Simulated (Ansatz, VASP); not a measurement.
## SnSe2: VASP beside Ansatz

```
Sn Se
1.0
     3.84004    0.00000    0.00000
    -1.92002    3.32558    0.00000
     0.00000    0.00000    6.00991
Sn Se
1 2
Direct
  0.00000 0.00000 0.00000
  0.33333 0.66667 0.26513
  0.66667 0.33333 0.73487
```

Alike in both runs: task single point; functional PBE; dispersion D3(BJ); k mesh 12 × 12 × 6; occupations gaussian, width 0.03 eV; no spin polarisation.

```csv
,VASP,Ansatz
version,VASP 6.6.1,Ansatz 0.2.0
potentials or method,"VASP PAW PBE potentials, release 64 (Sn_d, Se)","scalar-relativistic, plane waves, PAW"
plane-wave cutoff (eV),520,420
valence electrons in the cell,26,46
```

Ansatz gave:

- gap on the k mesh at the Fermi level (eV): 0.35
- least direct gap on the mesh (eV): 0.82
- pressure (GPa): 0.0
- rms of the force components (eV/Å): 0.001

What did VASP give for the same quantities?

gap on the k mesh at the Fermi level (eV): 0.34; least direct gap on the mesh (eV): 0.81; pressure (GPa): 0.1; rms of the force components (eV/Å): 0.007.

Atom by atom the forces differ by 0.006 eV/Å (rms over components). With one functional, cell and mesh, what is left measures potentials, basis and numerics. The two sets of potentials don't hold the same shells in valence.

Caveats: spin-orbit coupling is left out, which moves the levels of the heavy elements. A k mesh can miss the band edges.
